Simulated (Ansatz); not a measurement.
## H: what symmetry allows forces and stress to be

```
CELL_PARAMETERS angstrom
3.75077 0.00000 0.00000
-1.87539 3.24826 0.00000
0.00000 0.00000 5.08063
ATOMIC_POSITIONS crystal
H 0.33333 0.66667 0.15668
H 0.66667 0.33333 0.65668
H 0.66667 0.33333 0.84332
H 0.33333 0.66667 0.34332
```

These are results of DFT PBE, scalar-relativistic, plane waves, PAW in Ansatz, not measurements.

Settings: cutoff 420 eV, Γ-centred mesh 9×9×6 on the computed 4-atom cell, Gaussian smearing of 0.02 eV; no spin polarisation.

This distorted cell has space group P6_3/mmc, with 24 operations.

Without a calculation: in which directions can each atom feel a force?

A force must be left unchanged by every operation that keeps its atom in place, so it lies in the space that those operations leave fixed. Atoms that the group maps onto each other feel forces of one size.
```csv
atom,site symmetry,operations at the site,equivalent to atom,allowed force (Cartesian)
H1,3m.,6,1,"along (0.00, 0.00, 1.00)"
H2,3m.,6,1,"along (0.00, 0.00, 1.00)"
H3,3m.,6,1,"along (0.00, 0.00, 1.00)"
H4,3m.,6,1,"along (0.00, 0.00, 1.00)"
```

That leaves 1 independent force component of 12. A relaxation in this cell that keeps the symmetry moves the atoms in these directions alone.

And the stress tensor?

It must be invariant under the point group, which leaves 2 independent components: yz, xz, xy vanish; xx = yy.

Do the computed values obey this?

Yes. Forces (eV/Å):
```
H1   0.000  0.000  3.798
H2   0.000  0.000  3.798
H3   0.000  0.000 -3.798
H4   0.000  0.000 -3.798
```

Stress (GPa, compression positive, xx yy zz yz xz xy): 0.09 0.09 -18.57 0.00 0.00 0.00. The program imposes the same operations on density, forces and stress, so this confirms the analysis and is no independent test of the calculation.

 The cell holds molecules, and where no dispersion correction was added their binding is poorly described.